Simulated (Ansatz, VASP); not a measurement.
# C: VASP beside Ansatz

The input INCAR:

```
PREC = Accurate
ENCUT = 520
EDIFF = 1E-7
ISMEAR = 0
SIGMA = 0.05
LREAL = F
LASPH = T
NELM = 100
ALGO = Normal
ISIF = 2
LWAVE = F
LCHARG = F
GGA = CA
NBANDS = 11
```

KPOINTS

```
regular mesh
0
Gamma
  12 12 12
```

POSCAR

```
C
1.0
    0.0000000000      1.6666832040      1.7916844443
    1.6666832040      0.0000000000      1.7916844443
    1.6666832040      1.6666832040      0.0000000000
C
2
Direct
    0.5000000000      0.5000000000      0.5000000000
    0.7500000000      0.7500000000      0.7500000000
```

Input for Ansatz:

```yaml
crystal:
  lattice:
    - [0.0, 1.666683204, 1.7916844443]
    - [1.666683204, 0.0, 1.7916844443]
    - [1.666683204, 1.666683204, 0.0]
  atoms:
    - { symbol: C, position: [0.5, 0.5, 0.5] }
    - { symbol: C, position: [0.75, 0.75, 0.75] }
basis:
  ecutwfc: 520.0
kpoints:
  mp_grid: { grid: [12, 12, 12] }
hamiltonian:
  xc: lda
  pseudopotentials: { kind: paw, azcp: { folder: soft_1 } }
scf:
  occupations: { method: gaussian, width: 0.05 }
output:
  forces: true
  stress: true
  eigenvalues: true
```

Alike in both runs: task single point; functional LDA; k mesh 12 × 12 × 12; occupations gaussian, width 0.05 eV; no spin polarisation.

|  | VASP | Ansatz |
| --- | --- | --- |
| version | VASP 6.6.1 | Ansatz 0.2.0 |
| potentials or method | VASP PAW LDA potentials, release 64 (C) | scalar-relativistic, plane waves, PAW |
| plane-wave cutoff (eV) | 520 | 520 |
| valence electrons in the cell | 8 | 8 |

Ansatz gave:

* gap on the k mesh at the Fermi level (eV): 3.49
* least direct gap on the mesh (eV): 5.22

Estimate VASP's values.

gap on the k mesh at the Fermi level (eV): 3.47; least direct gap on the mesh (eV): 5.23.

Ansatz warned: «pseudo_functional_mismatch».
